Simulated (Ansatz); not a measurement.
# Al3Cu: the cost of one run

Method: DFT r2SCAN, scalar-relativistic, plane waves, PAW, in Ansatz 0.2.0.

2 further runs of the same task are left out: 2 set aside as unsound or not needed. Runs told in other sessions of the task aren't counted.

### Step 1. The system as given

Symmetry: P4/mmm, No. 123, tetragonal system. Conventional cell: a = 2.774 Å, b = 2.774 Å, c = 7.592 Å, α = 90.00°, β = 90.00°, γ = 90.00°. Around Al (site symmetry 4/mmm) lie 12 Al at 2.77 to 2.88 Å. Al (site symmetry 4mm) has 4 Cu at 2.59 Å and 8 Al at 2.77 to 2.88 Å in its first shell of neighbours. Around Cu (site symmetry 4/mmm) lie 8 Al at 2.59 Å and 4 Cu at 2.77 Å.

As a file:

```
CELL_PARAMETERS angstrom
-2.77378 0.00000 0.00000
0.00000 -2.77378 0.00000
0.00000 0.00000 15.18373
ATOMIC_POSITIONS crystal
Al 0.00000 0.00000 0.25000
Al 0.00000 0.00000 0.75000
Al 0.50000 0.50000 0.11132
Al 0.50000 0.50000 0.61132
Al 0.50000 0.50000 0.38868
Al 0.50000 0.50000 0.88868
Cu 0.00000 0.00000 0.00000
Cu 0.00000 0.00000 0.50000
```

It goes back to an entry of the Materials Project, which need not be the stable form.

It is built from the cell relaxed beforehand with the same method (14.60 Å³/atom).

### Step 2. The reference: the undisturbed cell on the scan's mesh

Contents of input.yaml:

```yaml
crystal:
  lattice:
    - [-2.7737808631, 0.0, 0.0]
    - [0.0, -2.7737808631, 0.0]
    - [0.0, 0.0, 15.1837262208]
  atoms:
    - { symbol: Al, position: [0.0, 1.0, 0.25] }
    - { symbol: Al, position: [0.0, 1.0, 0.75] }
    - { symbol: Al, position: [0.5, 0.5, 0.1113215004] }
    - { symbol: Al, position: [0.5, 0.5, 0.6113215004] }
    - { symbol: Al, position: [0.5, 0.5, 0.3886784996] }
    - { symbol: Al, position: [0.5, 0.5, 0.8886784996] }
    - { symbol: Cu, position: [1.0, 0.0, 0.0] }
    - { symbol: Cu, position: [1.0, 0.0, 0.5] }
basis:
  ecutwfc: 500
kpoints:
  mp_grid: { grid: [17, 17, 3] }
hamiltonian:
  xc: r2scan
scf:
  occupations: { method: gaussian, width: 0.15 }
output:
  forces: true
  stress: true
  eigenvalues: true
  write_density: true
  write_potential: true
  elf: true
  volumetric_format: npy
```

The run is started by

```console
$ ansatz run input.yaml --threads 2 --pin off --max-ram 5120MiB --backend cpu --events-out ev --progress --plain --runs-dir out
```

**Question.** How long does this run take on 2 threads of Oxide Virtual Turin-like (Zen 5), shared host, and how much memory does it need?

About 22 s, with a peak of 0.93 GiB.
